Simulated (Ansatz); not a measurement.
**Relaxing Zn2H**

Computed with DFT PBE, scalar-relativistic, plane waves, PAW in Ansatz. Cutoff 420 eV, Γ-centred k mesh, Gaussian smearing, no spin polarisation in the final step.

Zn2H was placed on the ThSi2 structure type (I4_1/amd, No. 141), with H in place of Th, Zn in place of Si, at a guessed volume.

```yaml
crystal:
  lattice:
    - [-1.70764, 1.70764, 5.93742]
    - [1.70764, -1.70764, 5.93742]
    - [1.70764, 1.70764, -5.93742]
  atoms:
    - { symbol: Zn, position: [0.41650, 0.41650, 0.00000] }
    - { symbol: Zn, position: [0.16650, 0.66650, 0.50000] }
    - { symbol: Zn, position: [0.33350, 0.83350, 0.50000] }
    - { symbol: Zn, position: [0.58350, 0.58350, 0.00000] }
    - { symbol: H, position: [0.00000, 0.00000, 0.00000] }
    - { symbol: H, position: [0.75000, 0.25000, 0.50000] }
```

Steps on the 8×8×8 mesh (6 atoms). 12 of 26 steps are shown, and the free energy counts from the last. Trial steps that were taken back and renewals of the plane-wave basis can be among the rows.

```csv
step,ΔF (meV/atom),V (Å³/atom),P (GPa),largest force component (eV/Å)
1,1375.6,11.54,56.22,0.227
3,756.0,13.81,22.92,0.441
6,433.4,16.02,2.54,0.134
8,314.3,14.56,-2.44,0.072
10,234.8,12.22,-0.97,0.330
12,230.9,11.83,0.18,0.000
15,51.5,11.87,6.64,0.070
17,10.3,12.49,0.40,0.008
19,4.2,12.15,0.62,0.040
21,2.9,12.32,-0.01,0.003
24,0.3,12.30,0.24,0.011
26,0.0,12.35,0.00,0.001
```

A final relaxation ran on a 18×18×18 mesh. The relaxed crystal, I4_1/amd (No. 141):

```cif
data_structure
_symmetry_space_group_name_H-M 'I4_1/amd:1'
_symmetry_Int_Tables_number 141
_cell_length_a 2.7529
_cell_length_b 2.7529
_cell_length_c 19.5562
_cell_angle_alpha 90.000
_cell_angle_beta 90.000
_cell_angle_gamma 90.000
_cell_volume 148.20
loop_
_atom_site_label
_atom_site_type_symbol
_atom_site_symmetry_multiplicity
_atom_site_Wyckoff_symbol
_atom_site_fract_x
_atom_site_fract_y
_atom_site_fract_z
_atom_site_occupancy
Zn1 Zn 8 e 0.00000 0.00000 0.43241 1
H1 H 4 a 0.00000 0.00000 0.00000 1
```

```json
{
 "Volume per atom": "12.35 Å³",
 "Density": "5.91 g/cm³",
 "Energy over the elements": "0.47 eV/atom",
 "Gap on the 18×18×18 mesh": "0 eV (a metal)"
}
```

Formation energies are uncorrected and refer to the elements' standard structures at the same level (H₂ as a molecule).

The final run used a 18×18×18 mesh on its 6-atom cell and 0.10 eV smearing. For metals, differences of a few meV/atom aren't resolved.

A structure relaxed within its symmetry needn't be a true minimum.

Cost: 3 runs of about 12 core-minutes in all, on Arm Neoverse V1 (shared hosts).